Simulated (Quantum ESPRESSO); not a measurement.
**RbCl under changes of volume**

One of the cells (35.094 Å³/atom); the others are scaled copies at fixed shape and fractional positions:

```
CELL_PARAMETERS angstrom
0.00000 3.27400 3.27400
3.27400 0.00000 3.27400
3.27400 3.27400 0.00000
ATOMIC_POSITIONS crystal
Rb 0.00000 0.00000 0.00000
Cl 0.50000 0.50000 0.50000
```

- Program: Quantum ESPRESSO 7.5
- Functional: PBE
- Potentials or basis: SSSP 1.3 efficiency PBE
- Cutoff: 816 eV
- Density cutoff: 5987 eV
- k mesh: 7 × 7 × 7
- Occupations: fermi-dirac, width 0.05 eV
- Spin: no spin polarisation

```tsv
volume (Å³/atom)	energy over the lowest point (meV/atom)	pressure (GPa)	gap on the mesh (eV)
32.989	32.18	2.6	5.26
33.690	22.10	2.0	5.18
34.392	14.20	1.6	5.11
35.094	8.23	1.2	5.05
35.796	?	?	?
36.498	1.31	0.4	4.92
37.200	0.00	0.1	4.86
```

What does the run at 35.796 Å³/atom give?

Energy over the lowest point 4.00 meV/atom; pressure 0.8 GPa; gap on the mesh 4.98 eV.

Worked out: A Birch-Murnaghan fit of order 3 (a polynomial in V^(-2/3)) to the other rows has its minimum at 37.60 Å³/atom, just outside them, with B0 = V·E''(V) = 14.1 GPa and B' = 5.1. It gives 4.00 meV/atom at 35.796 Å³/atom, against the run's 4.00, and -dE/dV = 0.8 GPa, against 0.8. A straight line through the other rows of the gap, of slope -3.29 eV per unit of ln V (its deformation potential), gives 4.98 eV, against the run's 4.98.

Energies are extrapolated to zero smearing.

Caveats: an odd mesh through Γ misses points on the zone boundary, where band edges often lie (some runs). Spin-orbit coupling on Rb is left out.
